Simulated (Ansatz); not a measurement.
MnO2:

```
Mn O
1.0
     2.85658    0.00000    0.00000
    -1.42829    2.47387    0.00000
     0.00000    0.00000    4.60137
Mn O
1 2
Direct
  0.00000 0.00000 0.50000
  0.33333 0.66667 0.70629
  0.66667 0.33333 0.29371
```

Measurements of this composition are mostly on another form, of space group No. 136.

Program: Ansatz 0.2.0. Alike in all runs: task band structure; potentials or basis Ansatz PAW; spin collinear, ferromagnetic start; cell as given; smearing fermi-dirac 0.05 eV.

Q: Order these runs on this cell by their band gap on the k mesh, lowest first.
A. level BLYP; k mesh 11 × 11 × 6; cutoff (eV) 420; points for each segment of the path 14
B. level HSE06; k mesh 8 × 8 × 4; cutoff (eV) 420; points for each segment of the path 4
C. level LDA; k mesh 11 × 11 × 6; cutoff (eV) 420; points for each segment of the path 14
D. level r2SCAN; k mesh 11 × 11 × 6; cutoff (eV) 500; points for each segment of the path 14
E. level PBE0; k mesh 8 × 8 × 4; cutoff (eV) 420; points for each segment of the path 4

A: C (0.44 eV), A (0.72 eV), D (1.93 eV), B (3.50 eV), E (4.26 eV).

Caveats: a cell with one magnetic atom can't hold antiferromagnetic order, which such compounds often take; the magnetic or orbital state may not be the lowest (some runs).

A k mesh can miss the band edges.

Not every run made on this cell is shown here.
